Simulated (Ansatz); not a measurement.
# TaN: pressure against volume

An exercise on one series of results from a longer session: the logs are not shown, and one member is left open.

Method: DFT PBE, scalar-relativistic, in Ansatz 0.2.0.

## Starting point

The structure is hexagonal, space group P-62m (No. 189). Conventional cell: a = 5.196 Å, b = 5.196 Å, c = 2.911 Å, α = 90.00°, β = 90.00°, γ = 120.00°. Around Ta (site symmetry -6) lie 6 N at 2.16 Å. Ta (site symmetry -62m) has 3 N at 2.04 Å as nearest neighbours. Around N (site symmetry m2m) lie 5 Ta at 2.04 to 2.16 Å.

As a file:

```cif
data_structure
_symmetry_space_group_name_H-M 'P-62m'
_symmetry_Int_Tables_number 189
_cell_length_a 5.1960
_cell_length_b 5.1960
_cell_length_c 2.9110
_cell_angle_alpha 90.000
_cell_angle_beta 90.000
_cell_angle_gamma 120.000
_cell_volume 68.06
loop_
_atom_site_label
_atom_site_type_symbol
_atom_site_symmetry_multiplicity
_atom_site_Wyckoff_symbol
_atom_site_fract_x
_atom_site_fract_y
_atom_site_fract_z
_atom_site_occupancy
Ta1 Ta 2 d 0.33333 0.66667 0.50000 1
Ta2 Ta 1 a 0.00000 0.00000 0.00000 1
N1 N 3 f 0.39285 0.00000 0.00000 1
```

The file gives the conventional cell by its symmetry; the runs use the cell typed in the input.

Atoms are numbered in the order of the input: Ta1, Ta2, Ta3, N4, N5, N6.

Set-up of the first run:

input.yaml reads:

```yaml
crystal:
  lattice:
    - [5.1257760305, 0.0, 0.0]
    - [-2.5628880152, 4.4390522565, 0.0]
    - [0.0, 0.0, 2.8716573394]
  atoms:
    - { symbol: Ta, position: [0.3333333333, 0.6666666667, 0.5] }
    - { symbol: Ta, position: [0.6666666667, 0.3333333333, 0.5] }
    - { symbol: Ta, position: [0.0, 0.0, 0.0] }
    - { symbol: "N", position: [0.39285, 0.0, 0.0] }
    - { symbol: "N", position: [0.60715, 0.60715, 0.0] }
    - { symbol: "N", position: [0.0, 0.39285, 0.0] }
kpoints:
  mp_grid: { grid: [6, 6, 9] }
  band_path:
    path:
      - [0.0, 0.0, 0.0]
      - [0.5, 0.0, 0.0]
      - [0.3333333333, 0.3333333333, 0.0]
      - [0.0, 0.0, 0.0]
      - [0.0, 0.0, 0.5]
      - [0.5, 0.0, 0.5]
      - [0.3333333333, 0.3333333333, 0.5]
      - [0.0, 0.0, 0.5]
      - [0.5, 0.0, 0.5]
    npoints: 5
scf:
  occupations: { method: fermi_dirac, width: 0.01 }
hamiltonian:
  xc: pbe
  pseudopotentials: { kind: all_electron, lapw: { basis_error: 0.001 } }
output:
  forces: true
  stress: true
  eigenvalues: true
```

The run is started by

```console
> ansatz run input.yaml --threads 2 --pin off --max-ram 6144MiB --backend cpu --events-out ev --progress --plain --runs-dir out
```

Among the steps run: Volume × 0.96, LAPW; Volume × 0.96, PAW; Volume × 0.96, crystal datasets; Volume × 0.99, LAPW; Volume × 0.99, PAW; Volume × 0.99, crystal datasets; Volume × 1.02, LAPW; Volume × 1.02, PAW; Volume × 1.02, crystal datasets; Volume × 1.06, LAPW; Volume × 1.06, PAW; Volume × 1.06, crystal datasets.

One table of the session follows, with a row left open; its other results are not shown here.

```
          method  volume (Å³/atom)  largest force (eV/Å)
            LAPW            10.890                 0.217
            LAPW            11.230                 0.083
            LAPW            11.571                 0.041
            LAPW            12.024                 0.190
             PAW            10.890                 0.233
             PAW            11.230                 0.095
             PAW            11.571                 0.031
             PAW            12.024                 0.183
crystal datasets            10.890                 0.217
crystal datasets            11.230                     ?
crystal datasets            11.571                 0.041
crystal datasets            12.024                 0.190
```

**Question.** Estimate the row for crystal datasets, 11.230.

**Answer.** largest force (eV/Å): 0.082. In the column «largest force (eV/Å)» it lies between crystal datasets, 11.571 (0.041) and LAPW, 11.230 (0.083).

Caveats from the session: Shape and positions are held, so a fully relaxed modulus can be lower. Spin-orbit coupling is left out, though the cell holds Ta; in elements this heavy it can shift bands and gaps by tenths of an eV. Warnings in the runs' records: gradients without spin orbit, crystal datasets made.
